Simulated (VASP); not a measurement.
# EuO (mix) (Fm-3m) in VASP: further runs

Runs on EuO (mix). Level: PBE. Tasks: single point, relaxation of cell and atoms.

Everything below comes from runs of VASP 6.6.1. Logs are shortened: lines on timing, memory, paths and dates and some standing lists are left out, and cuts for length are marked.

**Measured values to compare with.**

A printed reference work, monograph reports, for a bulk crystal of EuO at 300 K: band gap 1.115 eV (optical).

How close the calculation comes is told below.

**1. The cell of the first run**

The structure is cubic, space group Fm-3m (No. 225). The conventional cell has a = 5.061 Å, b = 5.061 Å, c = 5.061 Å, α = 90.00°, β = 90.00°, γ = 90.00°. Within 3.3 Å of Eu (site symmetry m-3m) lie 6 O at 2.53 Å. O (site symmetry m-3m) has 6 Eu at 2.53 Å within 3.3 Å.

**2. Single point, PBE, collinear spin, ferromagnetic start**

Contents of INCAR:

```
PREC = Accurate ; ENCUT = 600
EDIFF = 1E-6 ; ISMEAR = 0
SIGMA = 0.1 ; LREAL = F
LASPH = T ; NELM = 200
ALGO = Normal ; ISIF = 2
LWAVE = F ; LCHARG = F
ISPIN = 2 ; MAGMOM = 7.28 0
LORBIT = 11 ; LMAXMIX = 6
GGA = PE ; NBANDS = 22
GGA_COMPAT = F
```

Contents of KPOINTS:

```
Automatic mesh
0
Gamma
  14 14 14
```

Contents of POSCAR:

```
EuO
1.0
    0.0000000000      2.5306198958      2.5306198958
    2.5306198958      0.0000000000      2.5306198958
    2.5306198958      2.5306198958      0.0000000000
Eu O
1 1
Direct
    0.0000000000      0.0000000000      0.0000000000
    0.5000000000      0.5000000000      0.5000000000
```

Potentials or basis: VASP PAW PBE potentials, release 64 (Eu, O).

Started as:

```console
> cat potpaw_PBE.64/Eu/POTCAR potpaw_PBE.64/O/POTCAR > POTCAR
> mpirun -np 1 vasp_std > vasp.out
```

OUTCAR:

```text
PREC = Accurate
   ENCUT = 600
   EDIFF = 1E-6
   ISMEAR = 0
   LREAL = F
   LASPH = T
   NELM = 200
   ISIF = 2
   ISPIN = 2
   LORBIT = 11
   GGA = PE

 ion  position               nearest neighbor table
   1  0.000  0.000  0.000-   2 2.53   2 2.53   2 2.53   2 2.53   2 2.53   2 2.53
   2  0.500  0.500  0.500-   1 2.53   1 2.53   1 2.53   1 2.53   1 2.53   1 2.53

  LATTYP: Found a face centered cubic cell.
 ALAT       =     5.0612397916

  Lattice vectors:

 A1 = (   0.0000000000,   2.5306198958,   2.5306198958)
 A2 = (   2.5306198958,   0.0000000000,   2.5306198958)
 A3 = (   2.5306198958,   2.5306198958,   0.0000000000)

Analysis of symmetry for initial positions (statically):
=====================================================================
 Subroutine PRICEL returns:
 Original cell was already a primitive cell.

 Routine SETGRP: Setting up the symmetry group for a
 face centered cubic supercell.

 Subroutine GETGRP returns: Found 48 space group operations
 (whereof 48 operations were pure point group operations)
 out of a pool of 48 trial point group operations.

The static configuration has the point symmetry O_h .

Analysis of symmetry for dynamics (positions and initial velocities):
=====================================================================
 Subroutine PRICEL returns:
 Original cell was already a primitive cell.

 Routine SETGRP: Setting up the symmetry group for a
 face centered cubic supercell.

 Subroutine GETGRP returns: Found 48 space group operations
 (whereof 48 operations were pure point group operations)
 out of a pool of 48 trial point group operations.

The dynamic configuration has the point symmetry O_h .

Analysis of structural, dynamic, and magnetic symmetry:
=====================================================================
 Subroutine PRICEL returns:
 Original cell was already a primitive cell.

 Routine SETGRP: Setting up the symmetry group for a
 face centered cubic supercell.

 Subroutine GETGRP returns: Found 48 space group operations
 (whereof 48 operations were pure point group operations)
 out of a pool of 48 trial point group operations.

The overall configuration has the point symmetry O_h .

 Subroutine INISYM returns: Found 48 space group operations
 (whereof 48 operations are pure point group operations),
 and found     1 'primitive' translations

[... 110 lines left out ...]
   EFERMI_NEDOS =   21; number of points for ismear=-14 and -15
   IALGO  =     38    algorithm
   IMIX   =      4    mixing-type and parameters
     AMIX     =   0.40;   BMIX     =  1.00
     AMIX_MAG =   1.60;   BMIX_MAG =  1.00
  volume/ion in A,a.u.               =      16.21       109.36
  Fermi-wavevector in a.u.,A,eV,Ry     =   1.460205  2.759388 29.010328  2.132199
  Thomas-Fermi vector in A             =   2.576682
   LORBIT       =     11    0 simple, 1 ext, 2 COOP (PROOUT), +10 PAW based schemes
   GGA     = PE    functional components
   LHFCALC =     F    Hartree Fock is set to
   AEXX    =    0.0000 exact exchange contribution
   IVDW    =     0    specifies the selected vdW correction
   LEPSILON=     F    determine dielectric tensor
   LRPA    =     F    only Hartree local field effects (RPA)
 spin polarized calculation
 Gauss-broadening in eV      SIGMA  =   0.10
  energy-cutoff  :      600.00
  volume of cell :       32.41
 maximum number of plane-waves:      1106
 NGX is ok and might be reduce to    30
   NGX = 15   NGY = 15   NGZ = 15

 number of electron      23.0000000 magnetization       6.9412165

 Free energy of the ion-electron system (eV)
  ---------------------------------------------------
  ext. energy  EPLUGINS =         0.00000000
  ---------------------------------------------------
  free energy    TOTEN  =       -22.04546856 eV

  energy without entropy =      -22.03890484  energy(sigma->0) =      -22.04218670

 E-fermi :   5.0188     XC(G=0): -11.1320

 val. band max:        5.0060140413   @ k =  -0.0714   0.0714   0.0000
 cond. band min:       5.0238899333   @ k =   0.4286   0.3571   0.0000
 fundamental gap:      0.0178758921
 Fermi energy:         5.0188289846

 spin component 1

 k-point     1 :       0.0000    0.0000    0.0000
  band No.  band energies     occupation
      1     -36.5018      1.00000
      2     -14.8384      1.00000
      3     -14.8384      1.00000
      4     -14.8384      1.00000
      5     -13.9064      1.00000
      6       1.0002      1.00000
[... 589 lines left out ...]
     21      11.3854      0.00000
     22      17.7560      0.00000

 [... further k-points ...]

 spin component 2

 k-point     1 :       0.0000    0.0000    0.0000
  band No.  band energies     occupation
      1     -33.4682      1.00000
      2     -13.9756      1.00000
      3     -12.5487      1.00000
      4     -12.5487      1.00000
      5     -12.5487      1.00000
      6       1.0902      1.00000
[... 589 lines left out ...]
     21      12.4510      0.00000
     22      19.4254      0.00000

 [... further k-points ...]
[... 5 lines left out ...]
  --------------------------------------------------------------------------------------
  -------------------------------------------------------------------------------------
  Total       -0.0391431     -0.0391431     -0.0391431      0.0000000      0.0000000     -0.0000000
  in kB       -1.9348856     -1.9348856     -1.9348856      0.0000000      0.0000000     -0.0000000
  external PRESSURE =      -1.9348856 kB  Pullay stress =       0.0000000 kB

 VOLUME and BASIS-vectors are now :
 -----------------------------------------------------------------------------
  energy-cutoff  :      600.00
  volume of cell :       32.41
      direct lattice vectors                 reciprocal lattice vectors
     0.000000000  2.530619896  2.530619896    -0.197580048  0.197580048  0.197580048
     2.530619896  0.000000000  2.530619896     0.197580048 -0.197580048  0.197580048
     2.530619896  2.530619896  0.000000000     0.197580048  0.197580048 -0.197580048

 POSITION                                       TOTAL-FORCE (eV/Angst)
 -----------------------------------------------------------------------------------
      0.00000      0.00000      0.00000         0.000000      0.000000     -0.000000
      2.53062      2.53062      2.53062        -0.000000     -0.000000      0.000000
 -----------------------------------------------------------------------------------
    total drift:                                0.000000      0.000000      0.000000

  FREE ENERGIE OF THE ION-ELECTRON SYSTEM (eV)
  ---------------------------------------------------
  free  energy   TOTEN  =       -22.0454685618 eV

  energy  without entropy=      -22.0389048410  energy(sigma->0) =      -22.04218670

 total charge

# of ion       s       p       d       f       tot
--------------------------------------------------
    1        2.033   5.768   0.429   6.599  14.828
    2        1.552   3.411   0.000   0.000   4.963
--------------------------------------------------
tot          3.585   9.179   0.429   6.599  19.791

 magnetization (x)

# of ion       s       p       d       f       tot
--------------------------------------------------
    1       -0.012  -0.105   0.148   6.540   6.571
    2       -0.004  -0.092   0.000   0.000  -0.096
--------------------------------------------------
tot         -0.017  -0.196   0.148   6.540   6.475
```

stdout:

```text
POSCAR found type information on POSCAR EuO
 POSCAR found :  2 types and       2 ions
 scaLAPACK will be used
 LDA part: xc-table for (Slater+PW92), standard interpolation
 POSCAR, INCAR and KPOINTS ok, starting setup
 FFT: planning ... GRIDC
 FFT: planning ... GRID_SOFT
 FFT: planning ... GRID
 WAVECAR not read
 entering main loop
```

Run time: 2.3 min. Hardware: 1 thread of Intel Xeon 6975P-C (Granite Rapids), shared host; peak memory 0.31 GiB.

Results:

| Item | Value |
| --- | --- |
| Free energy | -22.0455 eV |
| Pressure | -0.2 GPa |
| Net moment | 6.94 μB per cell |
| Site moments | Eu +6.57; O -0.10 μB |
| Valence electrons inside the program's atomic spheres | Eu 14.83; O 4.96 |

Caveat: spin-orbit coupling is left out, which moves the levels of the heavy elements; a cell with one magnetic atom can't hold antiferromagnetic order, which such compounds often take; without U or exact exchange the open f shell lies at the Fermi level, which spoils levels, moments and volumes. The state reached can hang on the start; a lower one may exist.

**3. Relaxation of cell and atoms, PBE, collinear spin, ferromagnetic start**

This run uses another cell than the first one, of 17.01 Å³/atom, 1.050 times its volume.

Contents of INCAR:

```
SYSTEM = EuO
ALGO     = Normal         ! electronic algorithm
EDIFF    = 1E-7           ! SCF threshold, eV
EDIFFG   = -0.002         ! ionic threshold
ENCUT    = 600            ! plane-wave cutoff, eV
GGA      = PE             ! functional
GGA_COMPAT= .False.      
IBRION   = 2              ! ionic algorithm
ISIF     = 3              ! what is computed and relaxed
ISMEAR   = 0              ! smearing method
ISPIN    = 2              ! spin polarisation
LASPH    = .True.         ! aspherical terms in the spheres
LCHARG   = .False.        ! write CHGCAR
LMAXMIX  = 6              ! l up to which the mixer works
LORBIT   = 11             ! projections on sites
LREAL    = .False.        ! projectors in reciprocal space
LWAVE    = .False.        ! write WAVECAR
MAGMOM   = 7.28 0         ! initial moments
NELM     = 200            ! most SCF steps
NELMIN   = 4            
NSW      = 100            ! ionic steps
PREC     = Accurate       ! precision mode
SIGMA    = 0.1            ! smearing width, eV
```

Contents of KPOINTS:

```
k-points
0
Gamma
  14 14 14
  0 0 0
```

Contents of POSCAR:

```
EuO
1.0
    0.0000000000      2.5719500000      2.5719500000
    2.5719500000      0.0000000000      2.5719500000
    2.5719500000      2.5719500000      0.0000000000
Eu O
1 1
Direct
    0.0000000000      0.0000000000      0.0000000000
    0.5000000000      0.5000000000      0.5000000000
```

Potentials or basis: VASP PAW PBE potentials, release 64 (Eu, O).

Started as:

```console
> cat potpaw_PBE.64/Eu/POTCAR potpaw_PBE.64/O/POTCAR > POTCAR
> mpirun -np 1 vasp_std > vasp.out
```

Wall time 7.5 min (1 thread of Intel Xeon 6975P-C (Granite Rapids), shared host); peak memory 0.32 GiB.

It converged, with:

```
Free energy                                           : -22.0480 eV
Relaxed volume                                        : 16.14 Å³/atom
Relaxed cell                                          : a = 3.574 Å, b = 3.574 Å, c = 3.574 Å, α = 60.00°, β = 60.00°, γ = 60.00°
Space group after relaxing (to 0.05 Å)                : Fm-3m (No. 225)
Energy gained by relaxing                             : 12.7 meV/atom
Ionic steps                                           : 3
Pressure after relaxing                               : 0.0 GPa
Net moment                                            : 6.94 μB per cell
Site moments                                          : Eu +6.57; O -0.10 μB
Valence electrons inside the program's atomic spheres : Eu 14.83; O 4.96
```

Step by step:
```csv
step,energy change (eV),largest force (eV/Å),pressure (GPa),volume (Å³)
1,0.0000,0.0000,-4.43,34.03
2,-0.0228,0.0000,1.68,31.76
3,-0.0255,0.0000,0.02,32.29
```

Final structure:
```yaml
crystal:
  lattice:
    - [0.00000, 2.52733, 2.52733]
    - [2.52733, 0.00000, 2.52733]
    - [2.52733, 2.52733, 0.00000]
  atoms:
    - { symbol: Eu, position: [0.00000, 0.00000, 0.00000] }
    - { symbol: O, position: [0.50000, 0.50000, 0.50000] }
```

Levels at points of the mesh, in eV from the Fermi level:
Spin up:
```csv
k point,band 11,band 12,band 13,band 14,band 15,band 16,band 17,band 18,band 19
"(0.00, 0.00, 0.00)",-0.27,-0.27,-0.18,0.07,0.07,0.07,1.60,1.60,1.60
"(0.50, 0.00, 0.00)",-0.54,-0.31,-0.31,-0.29,-0.26,2.32,4.51,4.51,5.05
"(0.50, 0.50, 0.00)",-0.43,-0.40,-0.40,-0.32,-0.05,-0.05,3.66,5.93,6.87
```
Spin down:
```tsv
k point	band 6	band 7	band 8	band 9	band 10	band 11
(0.00, 0.00, 0.00)	-3.94	-3.94	-3.94	0.92	2.71	2.71
(0.50, 0.00, 0.00)	-6.01	-5.09	-5.09	3.14	3.65	4.08
(0.50, 0.50, 0.00)	-3.86	-3.84	-3.84	-0.40	4.13	4.21
```

Caveat: spin-orbit coupling is left out, which moves the levels of the heavy elements; a cell with one magnetic atom can't hold antiferromagnetic order, which such compounds often take; without U or exact exchange the open f shell lies at the Fermi level, which spoils levels, moments and volumes. The state reached can hang on the start; a lower one may exist.

**4. Single point, PBE, collinear spin, ferromagnetic start**

This run uses another cell than the first one, of 17.01 Å³/atom, 1.050 times its volume.

Contents of INCAR:

```
SYSTEM = EuO
PREC = Accurate
ENCUT = 600
EDIFF = 1E-6
ISMEAR = 0
SIGMA = 0.1
LREAL = .FALSE.
LASPH = .TRUE.
NELM = 200
ALGO = Normal
ISIF = 2
LWAVE = .FALSE.
LCHARG = .TRUE.
ISPIN = 2
MAGMOM = 7 0
LORBIT = 11
LMAXMIX = 6
GGA = PE
LELF = .TRUE.
LVHAR = .TRUE.
NBANDS = 22
GGA_COMPAT = .FALSE.
```

Contents of KPOINTS:

```
Automatic mesh
0
G
  6 6 6
  0 0 0
```

POSCAR is that of step 3.

Started as:

```console
> cat potpaw_PBE.64/Eu/POTCAR potpaw_PBE.64/O/POTCAR > POTCAR
> mpirun -np 1 vasp_std > vasp.out
```

It took 26 s on 1 thread of Intel Xeon 6975P-C (Granite Rapids), shared host; peak memory 0.21 GiB.

Results (log left out):

- Free energy: -22.0254 eV
- Pressure: -4.5 GPa
- Band gap on the k mesh: zero (filled and empty bands overlap)
- Net moment: 6.97 μB per cell
- Site moments: Eu +6.59; O -0.10 μB
- Valence electrons inside the program's atomic spheres: Eu 14.80; O 4.94

Levels at points of the mesh, in eV from the Fermi level:
Spin up:
```tsv
k point	band 11	band 12	band 13	band 14	band 15	band 16	band 17	band 18	band 19	band 20
(0.00, 0.00, 0.00)	-0.25	-0.25	-0.25	0.05	0.05	0.05	1.61	1.61	1.61	3.85
(0.50, 0.00, 0.00)	-0.50	-0.29	-0.29	-0.28	-0.25	2.22	4.33	4.33	4.70	7.59
(0.50, 0.50, 0.00)	-0.41	-0.38	-0.38	-0.30	-0.06	-0.06	3.38	5.70	6.55	6.55
```
Spin down:
```
           k point  band 4  band 5  band 6  band 7  band 8  band 9  band 10  band 11  band 12  band 13
(0.00, 0.00, 0.00)  -17.63  -17.63   -3.81   -3.81   -3.81    0.65     2.73     2.73     2.73     3.69
(0.50, 0.00, 0.00)  -17.72  -16.42   -5.79   -4.86   -4.86    3.04     3.68     4.14     4.14     4.52
(0.50, 0.50, 0.00)  -18.05  -18.05   -3.85   -3.76   -3.76   -0.23     4.16     4.26     4.34     4.38
```

Caveat: spin-orbit coupling is left out, which moves the levels of the heavy elements; a cell with one magnetic atom can't hold antiferromagnetic order, which such compounds often take; without U or exact exchange the open f shell lies at the Fermi level, which spoils levels, moments and volumes.

**5. Overview**

```csv
task,cell,k mesh,gap on the mesh (eV),pressure (GPa),moment (μB)
single point,"a = 3.579 Å, angles 60.0°, 2 atoms",14 × 14 × 14,none,-0.2,6.94
relaxation of cell and atoms,"relaxed from a = 3.637 Å, angles 60.0°, 2 atoms",14 × 14 × 14,none,0.0,6.94
single point,"a = 3.637 Å, angles 60.0°, 2 atoms",6 × 6 × 6,none,-4.5,6.97
```

Alike in all rows: level PBE; potentials or basis VASP PAW PBE potentials, release 64 (Eu, O); spin collinear, ferromagnetic start; cutoff (eV) 600; smearing gaussian 0.1 eV.

Caveats: spin-orbit coupling is left out, which moves the levels of the heavy elements; a cell with one magnetic atom can't hold antiferromagnetic order, which such compounds often take; without U or exact exchange the open f shell lies at the Fermi level, which spoils levels, moments and volumes.

Total energies depend on the potentials used, so only differences within one code and one set of settings carry meaning.

**6. Comparison with measurements**

Step 2. Against the measured gap of EuO, 1.115 eV (optical; 300 K; a printed reference work, monograph), the calculated 0.00 eV is off by -1.11 eV. So large a miss can be the level of theory's own, or it may mean another phase, state or a wrong row. Spin-orbit coupling on Eu is left out. The value is that of PBE on a finite k mesh, which can miss the band edges, without temperature or zero-point motion. Semilocal functionals fall short of measured gaps as a rule. The run's magnetic order (collinear spin, ferromagnetic start) needn't be the measured crystal's.
